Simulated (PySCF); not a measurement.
Atomic charges by several schemes

Compound: hydrogen oxalate, C₂HO₄ (charge -1).
Z-matrix (Å and degrees, PBE0-D3(BJ)/def2-SVP geometry), rows numbered from 1:
```
O 
C   1  1.2383
O   2  1.2363  1  132.55
C   2  1.5845  1  114.44  3   179.67
O   4  1.2094  2  127.02  1  -168.91
O   4  1.3561  2  113.85  1    11.10
H   6  0.9701  4  103.07  2   179.61
```

Density: PBE0/pcSseg-1 (PySCF); schemes: Mulliken, IAO, Hirshfeld and ESP-fitted. Isolated species at its PBE0-D3(BJ)/def2-SVP geometry (one conformer only). The pcSseg-1 basis has no diffuse functions, a weakness for an anion.

Problem. Tabulate the Mulliken, IAO, Hirshfeld and ESP-fitted charges.

Solution. In e:

```csv
atom,environment,Mulliken,IAO,Hirshfeld,ESP-fitted
O1,carboxylate oxygen,-0.551,-0.627,-0.429,-0.695
C2,carboxylate carbon,+0.399,+0.464,+0.086,+0.618
O3,carboxylate oxygen,-0.546,-0.616,-0.422,-0.707
C4,carboxylic acid carbon,+0.334,+0.434,+0.163,+0.635
O5,acid carbonyl oxygen,-0.454,-0.499,-0.325,-0.611
O6,acid hydroxyl oxygen,-0.363,-0.486,-0.213,-0.626
H7,acid proton,+0.181,+0.330,+0.141,+0.387
```

Mean size of the charges over all atoms: ESP-fitted 0.611 e, IAO 0.494 e, Mulliken 0.404 e, Hirshfeld 0.254 e. Each set sums to the total charge, -1, to within 0.001 e. The IAO scheme projects the occupied orbitals on a minimal set of polarised atomic orbitals and counts the electrons in each atom's part of it. The ESP scheme is a least-squares fit of atom-centred charges to the potential on four shells outside the van der Waals surface, with the total charge fixed.

Lowest charge. All schemes pick atoms of one kind: Mulliken O1 (-0.551); IAO O1 (-0.627); Hirshfeld O1 (-0.429); ESP-fitted O3 (-0.707).

Highest charge. The schemes don't all agree: Mulliken C2 (+0.399); IAO C2 (+0.464); Hirshfeld C4 (+0.163); ESP-fitted C4 (+0.635).

Problem. How many electrons does the Hirshfeld scheme count on C2?

Solution. Z − q = 6 − (+0.086) = 5.914.

Problem. Sum the charges by element, for elements with more than one atom.

Solution. 
| element | atoms | Mulliken | IAO | Hirshfeld | ESP-fitted |
| --- | --- | --- | --- | --- | --- |
| O | 4 | -1.914 | -2.228 | -1.390 | -2.639 |
| C | 2 | +0.733 | +0.898 | +0.249 | +1.253 |
